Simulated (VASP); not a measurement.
A run of VASP 6.6.1:

INCAR

```
SYSTEM = Al2O3
PREC = Accurate
ENCUT = 600
EDIFF = 1E-6
ISMEAR = 0
SIGMA = 0.03
LREAL = .False.
LASPH = .True.
NELM = 80
ALGO = Normal
ISIF = 3
LWAVE = .False.
LCHARG = .False.
IBRION = 2
NSW = 90
EDIFFG = -0.01
PSTRESS = 1130.0
KPAR = 2
```

The input KPOINTS:

```
regular mesh
0
Gamma
  7 7 7
  0 0 0
```

POSCAR

```
Al2O3
1.0
    2.3802500000      1.3742379782      4.3318666667
   -2.3802500000      1.3742379782      4.3318666667
    0.0000000000     -2.7484759565      4.3318666667
Al O
4 6
Direct
    0.3521600000      0.3521600000      0.3521600000
    0.1478400000      0.1478400000      0.1478400000
    0.6478400000      0.6478400000      0.6478400000
    0.8521600000      0.8521600000      0.8521600000
    0.5566800000      0.9433200000      0.2500000000
    0.2500000000      0.5566800000      0.9433200000
    0.9433200000      0.2500000000      0.5566800000
    0.4433200000      0.0566800000      0.7500000000
    0.7500000000      0.4433200000      0.0566800000
    0.0566800000      0.7500000000      0.4433200000
```

Potentials or basis: VASP PAW LDA potentials, release 64 (Al, O).

Command:

```bash
$ cat potpaw_LDA.64/Al/POTCAR potpaw_LDA.64/O/POTCAR > POTCAR
$ mpirun -np 2 vasp_std > vasp.out
```

Hardware: 2 MPI ranks on Intel(R) Xeon(R) Platinum 8559C (Emerald Rapids) (shared host).

How long does it take, and how much memory?

Run time: 7.2 min on 2 MPI ranks on Intel(R) Xeon(R) Platinum 8559C (Emerald Rapids), on a shared host, peak memory 0.27 GiB a rank. Counts: scf iterations 91, k points 44, ion steps 13.
